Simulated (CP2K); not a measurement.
Mo in CP2K: the effect of functional

The system is Mo.

```
Mo
1.0
     2.74324    0.00000    0.00000
    -0.91441    2.58635    0.00000
    -0.91441   -1.29317    2.23984
Mo
1
Direct
  0.00000 0.00000 0.00000
```

Alike in all runs:

| Item | Value |
| --- | --- |
| Program | CP2K 2026.2 |
| Task | single point |
| Potentials or basis | POTENTIAL_UZH Mo GTH-PBE-q14; TZVP-MOLOPT-PBE-GTH basis |
| Density cutoff | 9184 eV |
| k mesh | 12 × 12 × 12 |
| Occupations | fermi-dirac, width 0.05 eV |
| Spin | no spin polarisation |

```tsv
functional	pressure (GPa)
LDA	?
PBEsol	-7.0
AM05	-8.1
OLYP	-5.2
vdW-DF-cx	-5.8
TASK	-1.8
```

Question: What does the run with functional LDA give?

Answer: Pressure -10.7 GPa.

Caveats: the potentials were made for another functional, which shifts forces and pressure; the basis of atomic orbitals isn't converged, which shifts pressures, moduli and gaps.

Runs at the PBE level aren't shown here.
